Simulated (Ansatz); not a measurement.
# Ag(110) / 3 layers Pd(110) / Ag(110): resistance against film thickness, part 2 of 2

Wanted: interface resistance and thickness dependence for Ag(110) / 3 layers Pd(110) / Ag(110).

Ansatz 0.2.0; Ansatz plane-wave DFT, PBE, PAW files; ballistic transport by layer matching (Landauer), zero bias; PAW set soft_1.

So far. Step 4 (With 6 layers, k-mesh 13×9×1, film layers 6): The conductance of the junction is 5.5e14 S/m², 8.0 % under the 6.0e14 S/m² of the last finished run, no more than the error estimates, leads' steps apart, of 4.7 and 5.1 % together.

**5. With 8 layers, k-mesh 13×9×1, film layers 8**

The stack now holds 8 film layers; the k-mesh follows the cell, and the energies span -0.27 to 0.27 eV.

System of this step: Ag(110) / 8 layers Pd(110) / Ag(110). The cell holds 20 atoms: 12 Ag and 8 Pd. Cell: a = 2.889 Å, b = 4.086 Å, c = 27.306 Å, α = 90.0°, β = 90.0°, γ = 90.0°. It derives from Ag and Pd. Regions: lead, 12 atoms (12 Ag); films, 8 atoms (8 Pd). The structure is stacked along c, and the current runs across the ab planes.

File input.yaml:

```yaml
crystal:
  lattice:
    - [2.8893797293, 0.0, 0.0]
    - [0.0, 4.0862, 0.0]
    - [0.0, 0.0, 27.3061041864]
  atoms:
    - { symbol: Ag, position: [0.0, 0.0, 0.0264536064] }
    - { symbol: Ag, position: [0.5, 0.5, 0.0793608192] }
    - { symbol: Ag, position: [0.0, 0.0, 0.132268032] }
    - { symbol: Ag, position: [0.5, 0.5, 0.1851752448] }
    - { symbol: Ag, position: [0.0, 0.0, 0.2380824576] }
    - { symbol: Ag, position: [0.5, 0.5, 0.2909896703] }
    - { symbol: Pd, position: [0.0, 0.0, 0.3402628671] }
    - { symbol: Pd, position: [0.5, 0.5, 0.385902048] }
    - { symbol: Pd, position: [0.0, 0.0, 0.4315412288] }
    - { symbol: Pd, position: [0.5, 0.5, 0.4771804096] }
    - { symbol: Pd, position: [0.0, 0.0, 0.5228195904] }
    - { symbol: Pd, position: [0.5, 0.5, 0.5684587712] }
    - { symbol: Pd, position: [0.0, 0.0, 0.614097952] }
    - { symbol: Pd, position: [0.5, 0.5, 0.6597371329] }
    - { symbol: Ag, position: [0.0, 0.0, 0.7090103297] }
    - { symbol: Ag, position: [0.5, 0.5, 0.7619175424] }
    - { symbol: Ag, position: [0.0, 0.0, 0.8148247552] }
    - { symbol: Ag, position: [0.5, 0.5, 0.867731968] }
    - { symbol: Ag, position: [0.0, 0.0, 0.9206391808] }
    - { symbol: Ag, position: [0.5, 0.5, 0.9735463936] }
kpoints:
  mp_grid: { grid: [13, 9, 1] }
hamiltonian:
  xc: pbe
  pseudopotentials: { kind: paw, azcp: { folder: soft_1 } }
scf:
  occupations: { method: fermi_dirac, width: 0.1 }
output:
  transmission:
    leads: [[0, 1]]
    kmesh: [26, 18]
    e_range: [-0.27, 0.27]
    de: 0.036
  write_potential: true
  write_density: true
  volumetric_format: npy
```

The run is started by

```
$ ansatz run input.yaml --threads 4 --pin off --max-ram 8192MiB --backend cpu --events-out ev --progress --plain --runs-dir out
```

It took 6.8 min on 4 threads of Arm Neoverse V1, shared host; peak memory 2.5 GiB.

Numbers from this step:

```yaml
free_energy: -146869.8508 eV
energy_at_zero_smearing: -146869.6030 eV
fermi_energy: 18.10 eV
step_of_the_lead_s_potential: 1.5 meV
ballistic_conductance_of_the_lead: 9.03e14 S/m²
estimated_errors_of_the_lead_s_conductance: 0, 4.8, 0.2 % (band edges, k-mesh, distance from neutral)
lead_conductance_per_cell: 1.376 G₀
conductance_of_the_junction: 5.30e14 S/m²
junction_conductance_per_cell: 0.8074 G₀
estimated_errors_of_the_junction_s_conductance: 0.1, 0, 6.3, 1.4, 0.9 % (energy step, band edges, k-mesh, leads' steps, distance from neutral)
area_resistance_that_the_stack_adds_contact_term_taken_off_spin_by_spin: 0.7796 fΩ m²
```

Per spin. The transmission, zone mean by energy, zero at the Fermi level:

```
energy (eV)  transmission, zone mean
     -0.270                    0.769
     -0.234                    0.776
     -0.198                    0.811
     -0.162                    0.806
     -0.126                    0.781
     -0.090                    0.787
     -0.054                    0.792
     -0.018                    0.798
      0.018                    0.805
      0.054                    0.831
      0.090                    0.874
      0.126                    0.907
      0.162                    0.921
      0.198                    0.945
      0.234                    0.945
      0.270                    0.952
```

The conductance of the junction is 5.3e14 S/m², 3.8 % under the 5.5e14 S/m² of the last finished run, within the error estimates, leads' steps apart, of 5.1 and 6.3 %.

**6. With 10 layers, k-mesh 13×9×1, film layers 10**

The stack now holds 10 film layers; the k-mesh follows the cell, and the energies span -0.27 to 0.27 eV.

System of this step: Ag(110) / 10 layers Pd(110) / Ag(110). The cell holds 22 atoms: 12 Ag and 10 Pd. Its edges and angles: a = 2.889 Å, b = 4.086 Å, c = 29.799 Å, α = 90.0°, β = 90.0°, γ = 90.0°. It derives from Ag and Pd. Regions: lead, 12 atoms (12 Ag); films, 10 atoms (10 Pd). The structure is stacked along c, and the current runs across the ab planes.

input.yaml, the sections that differ from step 5:

```yaml
crystal:
  lattice:
    - [2.8893797293, 0.0, 0.0]
    - [0.0, 4.0862, 0.0]
    - [0.0, 0.0, 29.798560639]
  atoms:
    - { symbol: Ag, position: [0.0, 0.0, 0.0242409337] }
    - { symbol: Ag, position: [0.5, 0.5, 0.0727228011] }
    - { symbol: Ag, position: [0.0, 0.0, 0.1212046684] }
    - { symbol: Ag, position: [0.5, 0.5, 0.1696865358] }
    - { symbol: Ag, position: [0.0, 0.0, 0.2181684032] }
    - { symbol: Ag, position: [0.5, 0.5, 0.2666502705] }
    - { symbol: Pd, position: [0.0, 0.0, 0.3118020838] }
    - { symbol: Pd, position: [0.5, 0.5, 0.3536238429] }
    - { symbol: Pd, position: [0.0, 0.0, 0.3954456021] }
    - { symbol: Pd, position: [0.5, 0.5, 0.4372673613] }
    - { symbol: Pd, position: [0.0, 0.0, 0.4790891204] }
    - { symbol: Pd, position: [0.5, 0.5, 0.5209108796] }
    - { symbol: Pd, position: [0.0, 0.0, 0.5627326387] }
    - { symbol: Pd, position: [0.5, 0.5, 0.6045543979] }
    - { symbol: Pd, position: [0.0, 0.0, 0.6463761571] }
    - { symbol: Pd, position: [0.5, 0.5, 0.6881979162] }
    - { symbol: Ag, position: [0.0, 0.0, 0.7333497295] }
    - { symbol: Ag, position: [0.5, 0.5, 0.7818315968] }
    - { symbol: Ag, position: [0.0, 0.0, 0.8303134642] }
    - { symbol: Ag, position: [0.5, 0.5, 0.8787953316] }
    - { symbol: Ag, position: [0.0, 0.0, 0.9272771989] }
    - { symbol: Ag, position: [0.5, 0.5, 0.9757590663] }
# kpoints, hamiltonian, scf, output: as in step 5
```

Elapsed: 7.7 min, on 4 threads; peak memory 2.9 GiB; 29 min of CPU time.

Numbers from this step:

| Item | Value |
| --- | --- |
| free energy | -160815.3870 eV |
| energy at zero smearing | -160815.0986 eV |
| Fermi energy | 18.28 eV |
| step of the lead's potential | 0.5 meV |
| ballistic conductance of the lead | 9.07e14 S/m² |
| estimated errors of the lead's conductance | 0, 4.8, 0.3 % (band edges, k-mesh, distance from neutral) |
| lead conductance per cell | 1.382 G₀ |
| conductance of the junction | 5.22e14 S/m² |
| junction conductance per cell | 0.7959 G₀ |
| estimated errors of the junction's conductance | 0.1, 0, 5.3, 0.8, 0.3 % (energy step, band edges, k-mesh, leads' steps, distance from neutral) |
| area resistance that the stack adds (contact term taken off, spin by spin) | 0.8121 fΩ m² |

Per spin. Transmission, zone mean against energy, zero at the Fermi level:

```
energy (eV)  transmission, zone mean
     -0.270                    0.759
     -0.234                    0.787
     -0.198                    0.801
     -0.162                    0.822
     -0.126                    0.768
     -0.090                    0.798
     -0.054                    0.796
     -0.018                    0.773
      0.018                    0.789
      0.054                    0.812
      0.090                    0.839
      0.126                    0.848
      0.162                    0.889
      0.198                    0.915
      0.234                    0.932
      0.270                    0.945
```

The conductance of the junction is 5.2e14 S/m², 1.4 % under the 5.3e14 S/m² of the last finished run, within the error estimates, leads' steps apart, of 6.3 and 5.3 %.

**7. The ladder**

Times are for 4 threads of Arm Neoverse V1, shared host. Results by setting:

```
no.  film layers  area resistance that the stack adds (contact term taken off, spin by spin) (fΩ m²)  conductance of the junction (S/m²)     time  memory (GiB)
  1            3                                                                              0.6897                             5.58e14  9.9 min           2.6
  2            5                                                                              0.5634                             5.98e14  5.6 min           2.2
  3            6                                                                              0.7106                             5.51e14  5.8 min           2.1
  4            8                                                                              0.7796                             5.30e14  6.8 min           2.5
  5           10                                                                              0.8121                             5.22e14  7.7 min           2.9
```

**8. With 5 layers**

The same run once more with an input made wrong on purpose.

This step: Ansatz plane-wave DFT, PBE, PAW files; ballistic transport by layer matching (Landauer), zero bias; changed: accuracy = "many", scf.max_iter = 80 (Ansatz 0.2.0).

System of this step: Ag(110) / 5 layers Pd(110) / Ag(110). The cell holds 18 atoms: 13 Ag and 5 Pd. Cell: a = 2.889 Å, b = 4.086 Å, c = 25.012 Å, α = 90.0°, β = 90.0°, γ = 90.0°. It derives from Ag and Pd. Regions: lead, 13 atoms (13 Ag); films, 5 atoms (5 Pd). The structure is stacked along c, and the current runs across the ab planes.

File input.yaml:

```yaml
crystal:
  lattice:
    - [2.8893797293, 0.0, 0.0]
    - [0.0, 4.0862, 0.0]
    - [0.0, 0.0, 25.012109372]
  atoms:
    - { symbol: Ag, position: [0.0, 0.0, 0.0288798086] }
    - { symbol: Ag, position: [0.5, 0.5, 0.0866394259] }
    - { symbol: Ag, position: [0.0, 0.0, 0.1443990432] }
    - { symbol: Ag, position: [0.5, 0.5, 0.2021586605] }
    - { symbol: Ag, position: [0.0, 0.0, 0.2599182778] }
    - { symbol: Ag, position: [0.5, 0.5, 0.317677895] }
    - { symbol: Pd, position: [0.0, 0.0, 0.3714702012] }
    - { symbol: Pd, position: [0.5, 0.5, 0.4212951963] }
    - { symbol: Pd, position: [0.0, 0.0, 0.4711201914] }
    - { symbol: Pd, position: [0.5, 0.5, 0.5209451864] }
    - { symbol: Pd, position: [0.0, 0.0, 0.5707701815] }
    - { symbol: Ag, position: [0.5, 0.5, 0.6245624877] }
    - { symbol: Ag, position: [0.0, 0.0, 0.682322105] }
    - { symbol: Ag, position: [0.5, 0.5, 0.7400817222] }
    - { symbol: Ag, position: [0.0, 0.0, 0.7978413395] }
    - { symbol: Ag, position: [0.5, 0.5, 0.8556009568] }
    - { symbol: Ag, position: [0.0, 0.0, 0.9133605741] }
    - { symbol: Ag, position: [0.5, 0.5, 0.9711201914] }
kpoints:
  mp_grid: { grid: [13, 9, 1] }
hamiltonian:
  xc: pbe
  pseudopotentials: { kind: paw, azcp: { folder: soft_1 } }
scf:
  occupations: { method: fermi_dirac, width: 0.1 }
  max_iter: 80
output:
  transmission:
    leads: [[0, 1]]
    kmesh: [26, 18]
    e_range: [-0.27, 0.27]
    de: 0.036
  write_potential: true
  write_density: true
  volumetric_format: npy
accuracy: many
```

Elapsed: 0.02 s, on 4 threads; peak memory 0.023 GiB.

The input was rejected at the start.

The program's message: “Error: YAML parse error: error: line 42 column 1: unknown variant `many`, expected one of low, medium, high”

The change that led to it: accuracy = "many".

**9. What came out**

| Property | Result |
| --- | --- |
| area resistance, 3 layers | 0.690 fΩ m² |
| area resistance, 5 layers | 0.563 fΩ m² |
| area resistance, 6 layers | 0.711 fΩ m² |
| area resistance, 8 layers | 0.780 fΩ m² |
| area resistance, 10 layers | 0.812 fΩ m² |

What this shows: The stack adds 0.69 fΩ m² with 3 layers and 0.81 fΩ m² with 10. From 5 to 10 layers it grows by 44 %, though no single step exceeds the two runs' error estimates together; nothing scatters inside a perfect film, so this is no ohmic growth. Atoms sit on ideal sites and aren't relaxed. Pd(110) is stretched by 5.0 % in plane to fit Ag(110), at its own atomic volume.

[Logs are printed without paths, hosts, clocks, repeated set-up lines and the standing remarks that a program may print on its own settings, such as how far it seeks lower states.]

[Hosts, paths, dates, database ids (printed as entryN), source tags and the programs' standing remarks are cut or masked in the printed files.]
